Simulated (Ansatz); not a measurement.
## Band table of Si (omega type)

```
Si
1.0
     3.23458    0.00000    0.00000
    -1.61729    2.80123    0.00000
     0.00000    0.00000    1.95917
Si
3
Direct
  0.00000 0.00000 0.00000
  0.33333 0.66667 0.50000
  0.66667 0.33333 0.50000
```

The cell comes from a relaxation on PAW files under the same functional, begun from a prototype that needn't be the stable phase.

Computed with Ansatz 0.2.0; functional PBE, scalar-relativistic. Settings: a Γ-centred 9×9×12 k mesh, Fermi–Dirac smearing of 0.1 eV, no spin polarisation. Methods: LAPW: all electrons, basis error target 1 meV/atom.

This run: volume at 0.4 of the series' base cell.

Path points, in fractions of the reciprocal vectors: Γ (0.000, 0.000, 0.000), M (0.500, 0.000, 0.000), K (0.333, 0.333, 0.000), A (0.000, 0.000, 0.500), L (0.500, 0.000, 0.500), H (0.333, 0.333, 0.500). Levels in eV from the Fermi level; bands 13 to 24, counted from the lowest band of the run. The gap is zero, the pressure 562.0 GPa.

```
# k(1/Å) point b13 b14 b15 b16 b17 b18 b19 b20 b21 b22 b23 b24
0.000 Γ -24.97 -9.55 -9.55 -9.51 -9.51 -4.54 -3.43 10.55 10.89 18.96 18.96 19.64
0.280 - -24.69 -12.26 -11.22 -8.96 -7.33 -3.08 -1.94 10.72 10.93 16.18 17.86 19.07
0.561 - -23.84 -15.33 -12.42 -9.72 -4.60 -0.58 1.68 10.56 11.24 11.42 15.52 16.87
0.841 - -22.44 -18.14 -13.14 -10.36 -1.36 2.24 5.75 6.72 8.52 12.12 14.78 14.94
1.122 M -20.57 -20.49 -13.38 -10.59 2.22 2.64 4.94 5.77 8.25 13.34 13.37 14.38
1.283 - -20.48 -20.40 -14.39 -9.44 1.48 1.77 5.85 6.56 8.34 13.39 13.42 14.43
1.445 - -20.22 -20.13 -16.02 -7.37 0.11 0.34 7.33 8.01 8.62 13.54 13.58 14.57
1.607 - -19.77 -19.68 -17.62 -5.05 -1.31 -1.09 8.64 8.83 9.54 13.81 13.84 14.81
1.769 K -19.19 -19.06 -19.06 -2.79 -2.42 -2.42 9.18 9.18 10.09 14.17 14.21 14.21
2.093 - -21.62 -17.41 -17.32 -4.98 -4.73 2.84 6.26 6.67 10.80 12.63 15.28 15.30
2.417 - -23.46 -15.06 -14.98 -6.72 -6.49 1.58 2.35 8.58 11.48 11.74 16.41 16.86
2.740 - -24.59 -12.25 -12.20 -7.97 -7.84 -2.52 -1.58 10.78 10.93 15.36 18.29 18.40
3.064 Γ -24.97 -9.55 -9.55 -9.51 -9.51 -4.54 -3.43 10.55 10.89 18.96 18.96 19.64
3.465 - -24.39 -9.04 -9.04 -9.02 -9.02 -4.85 -2.98 4.82 15.29 15.29 15.98 15.98
3.866 - -22.67 -7.53 -7.53 -7.53 -7.53 -7.22 -1.77 2.34 8.96 8.96 9.31 9.31
4.267 - -19.88 -11.68 -5.09 -5.09 -4.99 -4.99 -0.32 3.27 3.30 3.30 3.66 3.66
4.668 A -16.22 -16.06 -2.65 -2.65 -1.76 -1.76 -0.98 -0.98 0.14 0.14 0.38 4.38
4.948 - -15.97 -15.81 -4.45 -4.26 -3.63 -2.87 -0.37 -0.09 0.48 1.77 3.07 5.72
5.228 - -15.22 -15.06 -7.22 -7.04 -4.71 -4.10 -0.71 -0.35 2.97 4.54 6.79 8.85
5.509 - -14.02 -13.91 -9.80 -9.41 -5.39 -4.86 -1.23 -0.59 5.85 7.72 10.53 12.64
5.789 L -12.96 -12.86 -11.42 -10.77 -5.61 -5.12 -1.42 -0.70 7.86 9.95 12.55 13.01
5.951 - -12.90 -12.77 -11.37 -10.69 -6.18 -5.88 -0.49 0.00 7.65 9.12 11.95 13.95
6.113 - -12.72 -12.53 -11.24 -10.44 -7.35 -7.20 1.34 1.50 7.16 7.70 10.64 12.49
6.275 - -12.47 -12.12 -11.18 -10.03 -8.56 -8.32 3.05 3.35 6.30 6.84 9.12 11.21
6.437 H -12.32 -11.55 -11.55 -9.47 -9.47 -8.76 3.70 5.02 5.02 7.59 7.59 10.60
6.760 - -13.31 -13.27 -9.90 -9.22 -7.96 -7.71 2.70 2.91 4.77 4.93 11.94 13.69
7.084 - -14.90 -14.74 -7.58 -7.26 -6.07 -5.71 1.40 1.41 2.37 3.14 8.96 10.18
7.408 - -15.89 -15.73 -4.70 -4.61 -4.05 -3.39 0.22 0.35 0.52 1.40 3.86 6.14
7.732 A -16.22 -16.06 -2.65 -2.65 -1.76 -1.76 -0.98 -0.98 0.14 0.14 0.38 4.38
```
